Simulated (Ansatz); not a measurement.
# InSb (Pmmn): equation of state

One table from this session's results is given with a row withheld; the runs are named, their logs left out.

Program: Ansatz 0.2.0. Level of theory: DFT PBEsol, scalar-relativistic, plane waves, PAW. These are calculated values, not measurements.

### The system as given

Symmetry: Pmmn, No. 59, orthorhombic system. Conventional cell: a = 5.688 Å, b = 5.756 Å, c = 3.253 Å, α = 90.00°, β = 90.00°, γ = 90.00°. In (site symmetry mm2) is surrounded by 4 Sb at 3.02 to 3.03 Å and 2 In at 3.25 Å. Sb (site symmetry mm2) has 4 In at 3.02 to 3.03 Å and 2 Sb at 3.25 Å as nearest neighbours.

As a file:

```xyz
4
Lattice="5.6884 0.0000 0.0000 0.0000 5.7561 0.0000 0.0000 0.0000 3.2530" Properties=species:S:1:pos:R:3 pbc="T T T"
In    0.0000    0.0000    0.0732
In    2.8442    2.8781   -0.0732
Sb    2.8442    0.0000    2.2686
Sb    0.0000    2.8781    0.9845
```

An earlier run at PBEsol left this cell at 26.629 Å³/atom and -0.01 GPa (6×6×10 mesh).

Volume factors to run: 0.980, 1.020, 0.960, 1.040.

Set-up of the first run:

File input.yaml:

```yaml
crystal:
  lattice:
    - [5.650193989, 0.0, 0.0]
    - [0.0, 5.7174809934, 0.0]
    - [0.0, 0.0, 3.2312119989]
  atoms:
    - { symbol: In, position: [0.0, 0.0, 0.0224993589] }
    - { symbol: In, position: [0.5, 0.5, -0.0224993589] }
    - { symbol: Sb, position: [0.5, 0.0, 0.6973635282] }
    - { symbol: Sb, position: [0.0, 0.5, 0.3026364718] }
basis:
  ecutwfc: 420
  ecutrho_ratio: 4
kpoints:
  mp_grid: { grid: [6, 6, 10] }
hamiltonian:
  xc: pbesol
scf:
  occupations: { method: gaussian, width: 0.05 }
output:
  forces: true
  stress: true
  eigenvalues: true
relax:
  f_tol: 0.01
  max_steps: 40
  cell: { stress_tol: 0.1, fix: [volume] }
```

Started as:

```bash
$ ansatz run input.yaml --threads 4 --pin off --max-ram 4096MiB --backend cpu --events-out ev --progress --plain --runs-dir out
```

Among the steps run: At 0.980 of the relaxed volume; Scaling the volume by 1.020; At 0.960 of the relaxed volume; At 1.040 of the relaxed volume.

One table of the session follows, with a row left open; its other results are not shown here.

| volume (Å³/atom) | energy (meV/atom) | pressure (GPa) |
| --- | --- | --- |
| 25.563 | 7.56 | 2.37 |
| 26.096 | 1.80 | 1.11 |
| 26.629 | 0.00 | -0.01 |
| 27.161 | ? | ? |
| 27.694 | 6.64 | -1.90 |

Estimate the missing values for volume (Å³/atom) = 27.161.

Worked estimate for «energy (meV/atom)». A straight line through the neighbours (26.629, 0.00) and (27.694, 6.64) gives 0.00 + (6.64 − 0.00) × (27.161 − 26.629) / (27.694 − 26.629) = 3.32; a parabola fitted to 3 rows on both sides gives 1.61.

The run gave: energy (meV/atom): 1.75; pressure (GPa): -1.01. In «energy (meV/atom)» the line misses by +1.57 and the parabola by -0.14.

volume (Å³/atom), energy (meV/atom) and a bar:
```
    25.56        7.6 ##############################
    26.10        1.8 #######
    26.63        0.0 
    27.16        1.7 #######
    27.69        6.6 ##########################
```

To keep in mind: Spin–orbit coupling is left out, though the cell holds Sb; it can open a gap where p bands cross.
